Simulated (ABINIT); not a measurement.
# AlAs (F-43m): G0W0 in ABINIT against the exchange cutoff

Aim: move the exchange cutoff of a G0W0 run on AlAs (F-43m) over a wide range.

Calculated with ABINIT 10.8.3; PBE and many-body steps on it, plane waves.

This is a report of a sequence of runs, with most program output left out.

### 1. Set-up

Symmetry: F-43m, No. 216, cubic system. Conventional cell: a = 5.661 Å, b = 5.661 Å, c = 5.661 Å, α = 90.00°, β = 90.00°, γ = 90.00°. Al has 4 As at 2.45 Å nearest. As has 4 Al at 2.45 Å nearest. Farther neighbours are not listed.

The cell and positions come from the Crystallography Open Database and are kept as given unless a step says otherwise.

### 2. Screening, 4×4×4 mesh, 82 bands, screening to 163.3 eV

This step: ABINIT 10.8.3; RPA screening on PBE, plane waves, norm-conserving pseudopotentials.

The RPA dielectric matrix is built and inverted for each q.

Input file run.abi:

```
acell 3*1.0 Angstrom
rprim 
  -0.000000000000 2.830400000000 2.830400000000
  2.830400000000 0.000000000000 2.830400000000
  2.830400000000 2.830400000000 0.000000000000
ntypat 2
znucl 13 33
natom 2
typat 1 2
xred 
  0.000000000000 0.000000000000 0.000000000000
  0.250000000000 0.250000000000 0.250000000000
pp_dirpath "pseudos"
pseudos "Al.upf, As.upf"
ecut 38
ngkpt 4 4 4
nshiftk 1
shiftk 0 0 0
kptopt 1
chksymbreak 0
istwfk *1
occopt 1
irdwfk 1
optdriver 3
nband 82
ecuteps 6
inclvkb 2
awtr 1
symchi 1
indata_prefix "in"
outdata_prefix "out"
tmpdata_prefix "tmp"
```

Started as:

```console
$ OMP_NUM_THREADS=1 mpirun -n 8 abinit run.abi > log
```

Elapsed: 5.2 s, on 8 MPI ranks of AMD EPYC 9R45, shared host; peak memory 1.3 GiB.

This step gave:

| Item | Value |
| --- | --- |
| ε∞ with local fields, on this mesh, along the program's q direction | 14.25 |
| the same without local fields | 16.00 |
| plasma frequency | 23.39 eV |
| plane waves in the screening matrix | 181 |

Local fields lower ε∞ by 11 %. On a Γ-centred mesh this coarse the value itself is usually too large, while a short band sum pulls it down.

### 3. 3.8 Ha

This step: G0W0 on PBE, plane waves, norm-conserving pseudopotentials.

Edit run.abi of step 2 so:

```diff
@@ -23,8 +23,17 @@
 irdwfk 1
-optdriver 3
+optdriver 4
 nband 82
+gwcalctyp 0
+ecutsigx 3.8
+symsigma 1
+nkptgw 2
+kptgw 
+  0.0000000000 0.0000000000 0.0000000000
+  0.5000000000 0.5000000000 0.0000000000
+bdgw 
+  7 13
+  8 11
 ecuteps 6
-inclvkb 2
-awtr 1
-symchi 1
+irdscr 1
+ppmodel 1
 indata_prefix "in"
```

The job ended after 2.5 s (8 MPI ranks; peak memory 0.13 GiB; 18 s of CPU time).

This step gave:

```
G0W0 gap on the points computed              : 2.141 eV
starting gap on the mesh                     : 1.436 eV
k of the valence top                         : 0, 0, 0
k of the conduction bottom                   : 0.5, 0.5, 0
Z at the valence top                         : 0.784
Z at the conduction bottom                   : 0.801
least direct G0W0 gap on the computed points : 3.515 eV
```

### 4. 7.6 Ha

Edit run.abi of step 3 so:

```diff
@@ -26,3 +26,3 @@
 gwcalctyp 0
-ecutsigx 3.8
+ecutsigx 7.6
 symsigma 1
```

It took 3.2 s on 8 MPI ranks; peak memory 1.2 GiB; 24 s of CPU time.

This step gave:

- G0W0 gap on the points computed: 2.325 eV
- starting gap on the mesh: 1.436 eV
- k of the valence top: 0, 0, 0
- k of the conduction bottom: 0.5, 0.5, 0
- Z at the valence top: 0.783
- Z at the conduction bottom: 0.801
- least direct G0W0 gap on the computed points: 3.153 eV

### 5. 15.2 Ha

The self-energy is evaluated for the states that the input lists, and the levels follow from it, in one-shot runs by the linearised quasiparticle equation.

Edit run.abi of step 4 so:

```diff
@@ -26,3 +26,3 @@
 gwcalctyp 0
-ecutsigx 7.6
+ecutsigx 15.2
 symsigma 1
```

Wall time 3.2 s (8 MPI ranks); peak memory 1.2 GiB; 24 s of CPU time.

This step gave:

```yaml
g0w0_gap_on_the_points_computed: 2.397 eV
starting_gap_on_the_mesh: 1.436 eV
k_of_the_valence_top: 0, 0, 0
k_of_the_conduction_bottom: 0.5, 0.5, 0
least_direct_g0w0_gap_on_the_computed_points: 3.063 eV
```

The gap on the mesh goes from 1.44 eV to 2.40 eV, a correction of +0.96 eV.

### 6. 26.6 Ha

Edit run.abi of step 5 so:

```diff
@@ -26,3 +26,3 @@
 gwcalctyp 0
-ecutsigx 15.2
+ecutsigx 26.6
 symsigma 1
```

Run time: 3.3 s. Hardware: 8 MPI ranks; peak memory 1.2 GiB.

Numbers from this step:

* G0W0 gap on the points computed: 2.409 eV
* starting gap on the mesh: 1.436 eV
* k of the valence top: 0, 0, 0
* k of the conduction bottom: 0.5, 0.5, 0
* least direct G0W0 gap on the computed points: 3.080 eV

Against the run before, the gap moves by +0.012 eV.

### 7. 38 Ha

Edit run.abi of step 6 so:

```diff
@@ -26,3 +26,3 @@
 gwcalctyp 0
-ecutsigx 26.6
+ecutsigx 38
 symsigma 1
```

It took 3.3 s on 8 MPI ranks; peak memory 1.3 GiB.

This step gave:

```
G0W0 gap on the points computed              : 2.404 eV
starting gap on the mesh                     : 1.436 eV
k of the valence top                         : 0, 0, 0
k of the conduction bottom                   : 0.5, 0.5, 0
least direct G0W0 gap on the computed points : 3.079 eV
```

Against the run before, the gap moves by −0.005 eV.

### 8. Side by side

Times are wall times on 8 MPI ranks of AMD EPYC 9R45, shared host, good to a factor of about two. A run's time includes the screening step that it read.

```
    run   mesh  bands  screening cutoff (eV)  DFT gap (eV)  gap on the mesh (eV)  direct (eV)  ε∞ used   time
 3.8 Ha  4×4×4     82                  163.3         1.436                 2.141        3.515    14.25  7.7 s
 7.6 Ha  4×4×4     82                  163.3         1.436                 2.325        3.153    14.25  8.4 s
15.2 Ha  4×4×4     82                  163.3         1.436                 2.397        3.063    14.25  8.4 s
26.6 Ha  4×4×4     82                  163.3         1.436                 2.409        3.080    14.25  8.6 s
  38 Ha  4×4×4     82                  163.3         1.436                 2.404        3.079    14.25  8.6 s
```

### 9. Summary of results

```
3.8 Ha       : 2.141 eV
7.6 Ha       : 2.325 eV
15.2 Ha      : 2.397 eV
26.6 Ha      : 2.409 eV
38 Ha        : 2.404 eV
known limits : not at the basis limit; exchange with frozen shells missing; no spin-orbit coupling; coarse k mesh
```

**Reading.** The setting moved: exchange cutoff. From 3.8 Ha to 38 Ha the gap moves by +0.26 eV. It holds to 0.03 eV from 15.2 Ha on. Bands and screening cutoff are coupled, so a series along one setting does not show full convergence. Below the screening cutoff the correlation part is cut too. Bands and cutoff are finite, so the gap is not at the basis limit. The miss can reach some tenths of an eV and take either sign; the mesh is an error of its own. In the G0W0 runs levels were corrected at 2 k points alone, so a gap called «on the mesh» is the least over those, and an edge elsewhere would be missed. The 4×4×4 mesh is coarse for this cell, which bears on the long-range parts of exchange and screening. The norm-conserving file of at least one element keeps a d shell over frozen s and p shells of the same row. Exchange with those shells is missing from the self-energy, an error of 0.3 to 0.9 eV in cases checked, whose sign depends on which edge lies on those atoms. The many-body steps are scalar-relativistic: spin-orbit coupling is not in them.

[Paths, hosts, dates, memory and timing lines, banners, echoed tables and standing remarks are left out of the program output.]

[Logs are printed without paths, hosts, clocks, repeated set-up lines and the standing remarks that a program may print on its own settings, such as how far it seeks lower states.]

[Runs of the session that timed out or met a known fault of the program may be left out.]

[Hosts, paths, dates, database ids (printed as entryN), source tags and the programs' standing remarks are cut or masked in the printed files.]

[G0W0 gaps are taken among the corrected bands and points alone; a level outside them can change the order at an edge.]

[Where Ansatz stands beside ABINIT at settings called matched, ABINIT's density can come from a denser mesh and the files from another edition; pairs whose starting gaps differed by over 0.03 eV were left out, so agreement reads better than it is.]
